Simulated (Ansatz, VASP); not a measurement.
# Co in VASP and in Ansatz

```
Co
1.0
    -1.39438    1.39438    1.39438
     1.39438   -1.39438    1.39438
     1.39438    1.39438   -1.39438
Co
1
Direct
  0.00000 0.00000 0.00000
```

Alike in both runs: functional RPBE; k mesh 16 × 16 × 16; occupations fermi-dirac, width 0.1 eV; no spin polarisation.

Ansatz relaxed the structure, and its values are those at the end. VASP's run is a single point on that final structure, the one shown.

|  | VASP | Ansatz |
| --- | --- | --- |
| version | VASP 6.6.1 | Ansatz 0.2.0 |
| potentials or method | VASP PAW PBE potentials, release 64 (Co) | plane waves (420 eV) with PAW, scalar-relativistic |
| plane-wave cutoff (eV) | 520 | 420 |
| valence electrons in the cell | 9 | 17 |

Ansatz gave:

- pressure (GPa): 0.0

Q: Estimate VASP's values.

A: Pressure (GPa): -0.5.

The functional is the same, so the differences come from potentials, cutoffs and numerics. The two sets of potentials don't hold the same shells in valence.

Caveats: the PAW data sets were made with another functional, which shifts forces and pressure a little (VASP); the run has no spin polarisation, though such a crystal can be magnetic. Spin polarisation is off, so any magnetic state and its effect on volume and gap are missing.
